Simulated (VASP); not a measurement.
Here is a VASP 6.6.1 calculation.

POSCAR

```
AlN
1.0
    3.1050599280      0.0000000000      0.0000000000
   -1.5525299640      2.6890607779      0.0000000000
    0.0000000000      0.0000000000      4.9680061424
Al N
2 2
Direct
    0.3333333333      0.6666666667     -0.0000457922
    0.6666666667      0.3333333333      0.4999542078
    0.3333333333      0.6666666667      0.3820457922
    0.6666666667      0.3333333333      0.8820457922
```

INCAR.step1

```
SYSTEM = AlN
PREC = Accurate
ENCUT = 520
EDIFF = 1E-5
ISMEAR = 0
SIGMA = 0.01
LREAL = .False.
LASPH = .True.
NELM = 100
ALGO = Normal
ISIF = 2
LWAVE = .True.
LCHARG = .False.
GGA = PE
NBANDS = 16
```

File INCAR.step2:

```
SYSTEM = AlN
PREC = Accurate
ENCUT = 520
EDIFF = 1E-7
ISMEAR = 0
SIGMA = 0.01
LREAL = .False.
LASPH = .True.
NELM = 100
ALGO = Normal
ISIF = 2
LWAVE = .False.
LCHARG = .False.
GGA = PE
LHFCALC = .True.
HFSCREEN = 0.2079
PRECFOCK = Normal
ISTART = 1
NBANDS = 16
```

Contents of KPOINTS:

```
Automatic mesh
0
Gamma
  6 6 4
  0 0 0
```

Potentials or basis: VASP PAW PBE potentials, release 64 (Al, N).

Run with:

```console
$ cat potpaw_PBE.64/Al/POTCAR potpaw_PBE.64/N/POTCAR > POTCAR
$ cp INCAR.step1 INCAR
$ mpirun -np 1 vasp_std > vasp.out
$ cp INCAR.step2 INCAR
$ mpirun -np 1 vasp_std > vasp.out
```

(1) Predict the largest force.

(2) Estimate the band gap on the k mesh.

## Answers

(1) 0.005 eV/Å.

(2) 5.61 eV, direct.

Caveat: the PAW data sets were made with another functional, which shifts forces and pressure a little.
